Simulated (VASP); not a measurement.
The system is BaTiO3.

```xyz
5
Lattice="3.8711 0.0000 0.0000 0.0000 3.8711 0.0000 0.0000 0.0000 3.8711" Properties=species:S:1:pos:R:3 pbc="T T T"
Ba    0.0000    0.0000    0.0000
Ti    1.9356    1.9356    1.9356
O     1.9356    1.9356    0.0000
O     0.0000    1.9356    1.9356
O     1.9356    0.0000    1.9356
```

```yaml
Program: VASP 6.6.1
Task: relaxation of cell and atoms
Functional: PBEsol
Potentials_or_basis: VASP PAW PBE potentials, release 64 (Ba_sv, Ti_sv, O)
Cutoff: 600 eV
k_mesh: 6 × 6 × 6
Occupations: gaussian, width 0.1 eV
Spin: no spin polarisation
```

At the start: pressure 18.6 GPa; volume 11.60 Å³/atom.

**Question.** Where does the relaxation end?

**Answer.** Over 3 steps the energy falls by 55.9 meV/atom and the volume is 12.67 Å³/atom (+9.2 %); space group Pm-3m (No. 221, to 0.05 Å).

Step by step:
```tsv
step	energy change (eV)	largest force (eV/Å)	pressure (GPa)	volume (Å³)
1	0.0000	0.0000	18.59	58.01
2	0.0601	0.0000	-14.55	70.07
3	-0.2795	0.0000	-0.33	63.34
```

Final structure:
```yaml
crystal:
  lattice:
    - [3.98630, 0.00000, 0.00000]
    - [0.00000, 3.98630, 0.00000]
    - [0.00000, 0.00000, 3.98630]
  atoms:
    - { symbol: Ba, position: [0.00000, 0.00000, 0.00000] }
    - { symbol: Ti, position: [0.50000, 0.50000, 0.50000] }
    - { symbol: O, position: [0.50000, 0.50000, 0.00000] }
    - { symbol: O, position: [0.00000, 0.50000, 0.50000] }
    - { symbol: O, position: [0.50000, 0.00000, 0.50000] }
```

Caveat: the PAW data sets were made with another functional, which shifts forces and pressure a little.
